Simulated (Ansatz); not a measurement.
**CaS: the band gap up the ladder of functionals**

One table from this session's results is given with a row withheld; the runs are named, their logs left out.

Code: Ansatz 0.2.0. PAW datasets, plane waves. Calculated at 0 K for a non-magnetic cell.

### Starting point

The cell was relaxed beforehand with r2SCAN.

The symmetry is Fm-3m (No. 225, cubic); a = 5.696 Å in the conventional setting, 23.10 Å³ an atom. Near Ca stand 6 S at 2.85 Å; near S stand 6 Ca at 2.85 Å.

As a file:

Space group Fm-3m (No. 225). a = 5.696 Å, b = 5.696 Å, c = 5.696 Å, α = 90.00°, β = 90.00°, γ = 90.00°
```tsv
atom	site	symmetry	x	y	z
Ca	4a	m-3m	0.0000	0.0000	0.0000
S	4b	m-3m	0.5000	0.0000	0.0000
```

Set-up of the first run:

The input, input.yaml:

```yaml
crystal:
  lattice:
    - [0.0, 2.8479335931, 2.8479335931]
    - [2.8479335931, 0.0, 2.8479335931]
    - [2.8479335931, 2.8479335931, 0.0]
  atoms:
    - { symbol: Ca, position: [0.0, 0.0, 0.0] }
    - { symbol: S, position: [0.5, 0.5, 0.5] }
kpoints:
  mp_grid: { grid: [8, 8, 8] }
  band_path:
    path:
      - [[0.0, 0.0, 0.0], [0.5, -1.967996965239e-34, 0.5], [0.625, 0.25, 0.625]]
      - [[0.375, 0.375, 0.75], [0.0, 0.0, 0.0], [0.5, 0.5, 0.5], [0.5, 0.25, 0.75], [0.5, -1.967996965239e-34, 0.5]]
    npoints: 10
hamiltonian:
  xc: pbe
scf:
  occupations: { method: fermi_dirac, width: 0.02 }
  n_extra_bands: 4
output:
  forces: true
  stress: true
  eigenvalues: true
```

Started as:

```sh
$ ansatz run input.yaml --threads 2 --pin off --max-ram 29491MiB --backend cpu --events-out ev --progress --plain --runs-dir out
```

Among the steps run: PBE band path; r2SCAN at the same geometry; Single point with HSE06; PBE0; LDA; One-shot GW from PBE; Quasiparticle levels, G0W0@PBE; Single point with DDH-PBE0; LC-ωPBE at the same geometry; Hartree-Fock.

One of the session's tables, all rows but one given; the rest of the session is left out.

```
                     level  gap (eV)
                       PBE      2.36
                    r2SCAN      2.80
                     HSE06      3.41
                      PBE0      4.11
                       LDA      2.15
G0W0@PBE (137 empty bands)      4.07
G0W0@PBE (342 empty bands)         ?
                  DDH-PBE0      3.75
                   LC-ωPBE      8.29
              Hartree-Fock      9.89
```

Estimate the missing values for G0W0@PBE (342 empty bands).

The run gave: gap (eV): 4.18. In the column «gap (eV)» it lies between PBE0 (4.11) and LC-ωPBE (8.29).

Meshes: PBE 8×8×8, r2SCAN 8×8×8, HSE06 6×6×6, PBE0 6×6×6, LDA 8×8×8, DDH-PBE0 6×6×6, LC-ωPBE 6×6×6, Hartree-Fock 6×6×6.

What this shows: LDA gives the least gap, 2.15 eV, and Hartree-Fock the largest, 9.89 eV. PBE reaches 57 % of the G0W0@PBE value, and r2SCAN 67 %. PBE0 lies 0.70 eV above HSE06, which differs from it by screening the long-range exchange. Hartree-Fock lies above G0W0@PBE by 5.7 eV. The G0W0 figures hold for the stated bands, cutoff and mesh and aren't extrapolated.

Caveats from the session: Warnings in the runs' records: stress scf threshold loose, stress exchange threshold loose.
